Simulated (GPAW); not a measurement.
Here is a GPAW 26.7.0 calculation.

File run.py:

```python
from ase import Atoms
from ase.dft.bandgap import bandgap
from ase.io import write
from ase.units import GPa
from gpaw import GPAW, PW

atoms = Atoms(['Te', 'Sn'],
              cell=[[0.0, 3.15085, 3.15085],
                    [3.15085, 0.0, 3.15085],
                    [3.15085, 3.15085, 0.0]],
              scaled_positions=[[0.5, 0.5, 0.5],
                                [0.0, 0.0, 0.0]],
              pbc=True)

calc = GPAW(mode=PW(600),
            xc='PBE',
            kpts={'size': (5, 5, 5), 'gamma': True},
            occupations={'name': 'fermi-dirac', 'width': 0.05},
            nbands=19,
            convergence={'density': 1e-05, 'energy': 1e-05},
            maxiter=80,
            txt='gpaw.txt')
atoms.calc = calc
energy = atoms.get_potential_energy()
forces = atoms.get_forces()
stress = atoms.get_stress()
calc.write('gs.gpw')
write('result.traj', atoms)
print(f'Energy: {energy:.6f} eV')
print('Forces (eV/A):')
print(forces.round(4))
print('Stress (GPa):', (stress / GPa).round(3))
print('Fermi level:', round(calc.get_fermi_level(), 4), 'eV')
print(f'Gap: {bandgap(calc)[0]:.4f} eV, direct: {bandgap(calc, direct=True)[0]:.4f} eV')
```

Potentials or basis: GPAW PAW data sets (gpaw-data 1.2.1), pw.

The run is started by

```console
$ OMP_NUM_THREADS=1 python run.py
```

Task: What does it give for the pressure?

Result: 2.0 GPa.

Caveat: this odd mesh misses L, where the gap lies, so gap, dielectric constants and Born charges aren't listed. The run has no spin-orbit coupling, so splittings on Te are missing.
